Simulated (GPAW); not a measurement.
Set up this calculation in GPAW 26.7.0, as an ASE script.

| Quantity | Value |
| --- | --- |
| Task | electron localisation function |
| Functional | RPBE |
| Potentials or basis | the program's PAW data sets (release 1.2.1) made for this functional, other valence |
| Cutoff | 510 eV |
| Basis | pw |
| k mesh | 5 × 5 × 1 |
| Occupations | fermi-dirac, width 0.01 eV |
| Spin | no spin polarisation |
| Maxiter | 150 |
| Data set | Mo 6 |

The structure of MoS2 lies in MoS2.cif:

```cif
data_MoS2
_cell_length_a 3.18412608
_cell_length_b 3.18412608
_cell_length_c 17.33459995
_cell_angle_alpha 90.00000000
_cell_angle_beta 90.00000000
_cell_angle_gamma 120.00000000
_space_group_name_H-M_alt 'P-6m2'
_space_group_name_Hall 'P -6 2'
_space_group_IT_number 187
loop_
_space_group_symop_operation_xyz
'x,y,z'
'-x+y,-x,-z'
'-y,x-y,z'
'x,y,-z'
'-x+y,-x,z'
'-y,x-y,-z'
'-y,-x,-z'
'x,x-y,z'
'-x+y,y,-z'
'-y,-x,z'
'x,x-y,-z'
'-x+y,y,z'
loop_
_atom_site_label
_atom_site_type_symbol
_atom_site_symmetry_multiplicity
_atom_site_Wyckoff_symbol
_atom_site_fract_x
_atom_site_fract_y
_atom_site_fract_z
_atom_site_occupancy
Mo1 Mo 1 a 0.0000000000 0.0000000000 0.0000000000 1
S1 S 2 h 0.3333333333 0.6666666667 0.9105070200 1
```

One way to write it, as run:

run.py

```python
from ase.dft.bandgap import bandgap
from ase.io import read, write
from ase.units import Bohr, GPa
from gpaw import GPAW, PW
from gpaw.elf import elf_from_dft_calculation

atoms = read('MoS2.cif')

calc = GPAW(mode=PW(510),
            xc='RPBE',
            kpts={'size': (5, 5, 1), 'gamma': True},
            occupations={'name': 'fermi-dirac', 'width': 0.01},
            setups={'Mo': '6'},
            nbands=-12,
            convergence={'density': 1e-05, 'energy': 1e-05},
            maxiter=150,
            txt='gpaw.txt')
atoms.calc = calc
energy = atoms.get_potential_energy()
forces = atoms.get_forces()
stress = atoms.get_stress()
calc.write('gs.gpw')
write('result.traj', atoms)
print(f'Energy: {energy:.6f} eV')
print('Forces (eV/A):')
print(forces.round(4))
print('Stress (GPa):', (stress / GPa).round(3))
print('Fermi level:', round(calc.get_fermi_level(), 4), 'eV')
print(f'Gap: {bandgap(calc)[0]:.4f} eV, direct: {bandgap(calc, direct=True)[0]:.4f} eV')

# fields on the real-space grid
write('density.cube', atoms, data=calc.get_pseudo_density() * Bohr**3)
write('potential.cube', atoms, data=calc.get_electrostatic_potential())
write('elf.cube', atoms, data=elf_from_dft_calculation(calc).data)
```

Potentials or basis: the program's PAW data sets (release 1.2.1) made for this functional, other valence, pw.

The run is started by

```console
$ OMP_NUM_THREADS=1 python run.py
```

Results of the run:

```json
{
  "Largest force": "0.741 eV/Å",
  "Band gap on the k mesh": "1.96 eV, indirect (least direct gap 2.25 eV)"
}
```

Caveat: the k mesh is coarse (spacing up to 0.46 Å⁻¹), so the values aren't converged; the cutoff is short for stress and forces, so pressures can be off by a GPa or more.

It took 18 s on 1 thread of Arm Neoverse V1, on a shared host, peak memory 0.18 GiB.
